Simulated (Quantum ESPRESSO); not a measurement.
# CoO (R3m) in Quantum ESPRESSO: runs at scaled volumes, part 2 of 2

Quantum ESPRESSO 7.5. The steps go on from the part before.

## 3. Single point, PBE, collinear spin, ferromagnetic start, 10.96 Å³/atom

Contents of pw.in:

```
&CONTROL
  calculation = 'scf'
  prefix = 'pwscf'
  outdir = './tmp'
  pseudo_dir = './pseudo'
  tprnfor = .true.
  tstress = .true.
  disk_io = 'nowf'
/
&SYSTEM
  ibrav = 0
  nat = 2
  ntyp = 2
  ecutwfc = 55
  ecutrho = 440
  nbnd = 21
  occupations = 'smearing'
  smearing = 'fd'
  degauss = 0.00367493
  nspin = 2
  starting_magnetization(1) = 0.1176
  starting_magnetization(2) = 0
/
&ELECTRONS
  conv_thr = 4d-10
  electron_maxstep = 120
  mixing_beta = 0.3
/
ATOMIC_SPECIES
Co    58.9332 Co_pbe_v1.2.uspp.F.UPF
O     15.9990 O.pbe-n-kjpaw_psl.0.1.UPF
CELL_PARAMETERS angstrom
   1.5805655677    0.9125399560    2.5317845992
  -1.5805655677    0.9125399560    2.5317845992
   0.0000000000   -1.8250799120    2.5317845992
ATOMIC_POSITIONS crystal
Co     0.9989783200    0.9989783200    0.9989783200
O      0.7510210300    0.7510210300    0.7510210300
K_POINTS automatic
10 10 10 0 0 0
```

Potentials or basis: SSSP 1.3 efficiency PBE.

On the command line:

```console
> OMP_NUM_THREADS=2 pw.x -in pw.in > pw.out
```

pw.out:

```text
This program is part of the open-source Quantum ESPRESSO suite
     for quantum simulation of materials; please cite
         "P. Giannozzi et al., J. Phys.:Condens. Matter 21 395502 (2009);
         "P. Giannozzi et al., J. Phys.:Condens. Matter 29 465901 (2017);
         "P. Giannozzi et al., J. Chem. Phys. 152 154105 (2020);
     in publications or presentations arising from this work. More details at

     file O.pbe-n-kjpaw_psl.0.1.UPF: wavefunction(s)  2P renormalized
     Message from routine setup:
     using ibrav=0 with symmetry is DISCOURAGED, use correct ibrav instead

     G-vector sticks info
     --------------------
     sticks:   dense  smooth     PW     G-vecs:    dense   smooth      PW
     Sum        1059     531    173                23035     8141    1513

     Using Slab Decomposition

     bravais-lattice index     =            0
     lattice parameter (alat)  =       5.8979  a.u.
     unit-cell volume          =     147.8560 (a.u.)^3
     number of atoms/cell      =            2
     number of atomic types    =            2
     number of electrons       =        23.00
     number of Kohn-Sham states=           21
     kinetic-energy cutoff     =      55.0000  Ry
     charge density cutoff     =     440.0000  Ry
     scf convergence threshold =      4.0E-10
     mixing beta               =       0.3000
     number of iterations used =            8  plain     mixing
[... 60 lines left out ...]

     Number of k-points >= 100: set verbosity='high' to print them.

     Dense  grid:    23035 G-vectors     FFT dimensions: (  40,  40,  40)

     Smooth grid:     8141 G-vectors     FFT dimensions: (  27,  27,  27)

     Check: negative core charge=   -0.000024
     Generating pointlists ...
     new r_m :   0.2489 (alat units)  1.4681 (a.u.) for type    1
     new r_m :   0.2489 (alat units)  1.4681 (a.u.) for type    2

     Initial potential from superposition of free atoms

     starting charge      22.0000, renormalised to      23.0000
     Starting wfcs are   17 randomized atomic wfcs +    4 random wfcs

     Self-consistent Calculation

     iteration #  1     ecut=    55.00 Ry     beta= 0.30
     Davidson diagonalization with overlap
     ethr =  1.00E-02,  avg # of iterations =  5.8

     total energy              =    -337.58090888 Ry
     estimated scf accuracy    <       7.99212439 Ry
[... 164 lines left out ...]
     iteration # 18     ecut=    55.00 Ry     beta= 0.30
     Davidson diagonalization with overlap
     ethr =  2.00E-12,  avg # of iterations =  2.0

     Magnetic moment per site  (integrated on atomic sphere of radius R)
     atom   1 (R=0.249)  charge= 14.0537  magn=  2.2224
     atom   2 (R=0.249)  charge=  5.2252  magn=  0.3103

     End of self-consistent calculation

     Number of k-points >= 100: set verbosity='high' to print the bands.

     the Fermi energy is    11.7235 ev

!    total energy              =    -340.10864396 Ry
     estimated scf accuracy    <          1.2E-10 Ry
     smearing contrib. (-TS)   =      -0.00144183 Ry
     internal energy E=F+TS    =    -340.10720213 Ry

     The total energy is F=E-TS. E is the sum of the following terms:
     one-electron contribution =    -210.31044538 Ry
     hartree contribution      =     116.83300578 Ry
     xc contribution           =     -40.14559379 Ry
     ewald contribution        =    -196.97082297 Ry
     one-center paw contrib.   =      -9.51334577 Ry

     total magnetization       =     2.77 Bohr mag/cell
     absolute magnetization    =     2.78 Bohr mag/cell

     convergence has been achieved in  18 iterations

     Forces acting on atoms (cartesian axes, Ry/au):

     atom    1 type  1   force =    -0.00000000    0.00000000    0.01177865
     atom    2 type  2   force =     0.00000000   -0.00000000   -0.01177865

     Total force =     0.016658     Total SCF correction =     0.000003

     Computing stress (Cartesian axis) and pressure

          total   stress  (Ry/bohr**3)                   (kbar)     P=       58.95
   0.00025665  -0.00000000   0.00000000           37.75       -0.00        0.00
   0.00000000   0.00025665  -0.00000000            0.00       37.75       -0.00
  -0.00000000  -0.00000000   0.00068886           -0.00       -0.00      101.34

=------------------------------------------------------------------------------=
   JOB DONE.
=------------------------------------------------------------------------------=
```

Wall time 4.5 min (2 threads of Arm Neoverse V2, shared host); peak memory 0.2 GiB.

Results:

```yaml
Free_energy: -4627.4138 eV
Pressure: 5.9 GPa
Largest_force: 0.303 eV/Å
Band_gap_on_the_k_mesh: none (metal or under the smearing width)
Net_moment: 2.77 μB per cell
Absolute_moment: 2.78 μB per cell
Site_moments: Co +2.22; O +0.31 μB
Valence_electrons_inside_the_program's_atomic_spheres: Co 14.05; O 5.23
```

Caveat: a cell with one magnetic atom can't hold antiferromagnetic order, which such compounds often take; semilocal functionals often make such compounds metallic where correlation or magnetic order opens a gap, which also shifts bond lengths.

## 4. Single point, PBE, collinear spin, ferromagnetic start, 11.18 Å³/atom

Edit pw.in of step 3 so:

```diff
@@ -32,5 +32,5 @@
 CELL_PARAMETERS angstrom
-   1.5805655677    0.9125399560    2.5317845992
-  -1.5805655677    0.9125399560    2.5317845992
-   0.0000000000   -1.8250799120    2.5317845992
+   1.5914663644    0.9188335339    2.5492457344
+  -1.5914663644    0.9188335339    2.5492457344
+   0.0000000000   -1.8376670678    2.5492457344
 ATOMIC_POSITIONS crystal
```

On the command line:

```console
> OMP_NUM_THREADS=2 pw.x -in pw.in > pw.out
```

Run time: 4.2 min. Hardware: 2 threads of Arm Neoverse V2, shared host; peak memory 0.2 GiB.

Results (log left out):

```yaml
Free_energy: -4627.4272 eV
Pressure: 3.1 GPa
Largest_force: 0.283 eV/Å
Band_gap_on_the_k_mesh: none (metal or under the smearing width)
Net_moment: 2.85 μB per cell
Absolute_moment: 2.85 μB per cell
Site_moments: Co +2.28; O +0.32 μB
Valence_electrons_inside_the_program's_atomic_spheres: Co 14.08; O 5.25
```

Caveat: a cell with one magnetic atom can't hold antiferromagnetic order, which such compounds often take; semilocal functionals often make such compounds metallic where correlation or magnetic order opens a gap, which also shifts bond lengths.

## 5. Single point, PBE, collinear spin, ferromagnetic start, 11.41 Å³/atom

Edit pw.in of step 4 so:

```diff
@@ -32,5 +32,5 @@
 CELL_PARAMETERS angstrom
-   1.5914663644    0.9188335339    2.5492457344
-  -1.5914663644    0.9188335339    2.5492457344
-   0.0000000000   -1.8376670678    2.5492457344
+   1.6022198417    0.9250420569    2.5664708903
+  -1.6022198417    0.9250420569    2.5664708903
+   0.0000000000   -1.8500841138    2.5664708903
 ATOMIC_POSITIONS crystal
```

On the command line:

```console
> OMP_NUM_THREADS=2 pw.x -in pw.in > pw.out
```

Wall time 4.4 min (2 threads of Arm Neoverse V2, shared host); peak memory 0.2 GiB.

Results (log left out):

```
Free energy                                           : -4627.4326 eV
Pressure                                              : 0.3 GPa
Largest force                                         : 0.265 eV/Å
Band gap on the k mesh                                : none (metal or under the smearing width)
Net moment                                            : 2.90 μB per cell
Absolute moment                                       : 2.91 μB per cell
Site moments                                          : Co +2.33; O +0.33 μB
Valence electrons inside the program's atomic spheres : Co 14.11; O 5.27
```

Caveat: a cell with one magnetic atom can't hold antiferromagnetic order, which such compounds often take; semilocal functionals often make such compounds metallic where correlation or magnetic order opens a gap, which also shifts bond lengths.
